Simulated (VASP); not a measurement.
Input of a VASP 6.6.1 run:

Contents of INCAR:

```
ALGO     = Normal         # electronic algorithm
EDIFF    = 1E-7           # SCF threshold, eV
ENCUT    = 350            # plane-wave cutoff, eV
GGA      = PE             # functional
ISIF     = 2              # what is computed and relaxed
ISMEAR   = 0              # smearing method
LASPH    = True           # aspherical terms in the spheres
LCHARG   = False          # write CHGCAR
LREAL    = False          # projectors in reciprocal space
LWAVE    = False          # write WAVECAR
NELM     = 60             # most SCF steps
PREC     = Accurate       # precision mode
SIGMA    = 0.1            # smearing width, eV
```

File KPOINTS:

```
k-points
0
Gamma
  12 12 6
```

File POSCAR:

```
Ti
1.0
    2.9500000000      0.0000000000      0.0000000000
   -1.4750000000      2.5547749400      0.0000000000
    0.0000000000      0.0000000000      4.6800000000
Ti
2
Direct
    0.3333333300      0.6666666700      0.2500000000
    0.6666666700      0.3333333300      0.7500000000
```

Potentials or basis: VASP PAW PBE potentials, release 64 (Ti_sv).

Command:

```sh
$ cat potpaw_PBE.64/Ti_sv/POTCAR > POTCAR
$ mpirun -np 1 vasp_std > vasp.out
```

Problem. What does it give for the band gap on the k mesh?

Solution. None (metal or under the smearing width).

Problem. What does it give for the pressure?

Solution. -2.5 GPa.
